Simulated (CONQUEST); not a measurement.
# CdS (Greenockite) under changes of volume

One of the cells (25.121 Å³/atom); the others are scaled copies at fixed shape and fractional positions:

```
Cd S
1.0
     4.15000    0.00000    0.00000
     0.00000    6.73700    0.00000
     0.00000    0.00000    7.18801
Cd S
4 4
Direct
  0.00000 0.50000 0.33333
  0.50000 0.50000 0.83333
  0.00000 0.00000 0.66667
  0.50000 0.00000 0.16667
  0.00000 0.87500 0.33333
  0.50000 0.87500 0.83333
  0.00000 0.37500 0.66667
  0.50000 0.37500 0.16667
```

```yaml
Program: CONQUEST 1.3
Functional: PBEsol
Potentials_or_basis: PseudoDojo NC PBEsol, DZP, grid of 40 × 64 × 72 points
k_mesh: 7 × 4 × 4
Occupations: fermi-dirac, width 0.05 eV
Spin: no spin polarisation
```

```csv
volume (Å³/atom),energy over the lowest point (meV/atom),pressure (GPa),gap on the mesh (eV),largest force (eV/Å)
23.614,?,?,?,?
24.116,7.11,2.5,1.36,0.076
24.618,1.48,1.1,1.30,0.074
25.121,0.00,-0.1,1.24,0.072
25.623,2.31,-1.3,1.19,0.069
26.126,8.00,-2.3,1.13,0.065
26.628,16.74,-3.3,1.08,0.056
```

Problem. What does the run at 23.614 Å³/atom give?

Solution. Energy over the lowest point 17.43 meV/atom; pressure 4.1 GPa; gap on the mesh 1.42 eV; largest force 0.087 eV/Å.

Worked out: A Birch-Murnaghan fit of order 3 (a polynomial in V^(-2/3)) to the other rows has its minimum at 25.06 Å³/atom with B0 = V·E''(V) = 61 GPa and B' = 4.2 at fixed shape and positions, which overstates the stiffness. It gives 17.38 meV/atom at 23.614 Å³/atom, against the run's 17.43, and -dE/dV = 4.1 GPa, against 4.1. A straight line through the other rows of the gap, of slope -2.83 eV per unit of ln V, extrapolates to 1.42 eV, against the run's 1.42.

Energies are extrapolated to zero smearing.

Caveats: an odd mesh through Γ misses points on the zone boundary, where band edges often lie; the basis of atomic orbitals isn't converged, which shifts pressures, moduli and gaps. Spin-orbit coupling on Cd is left out.
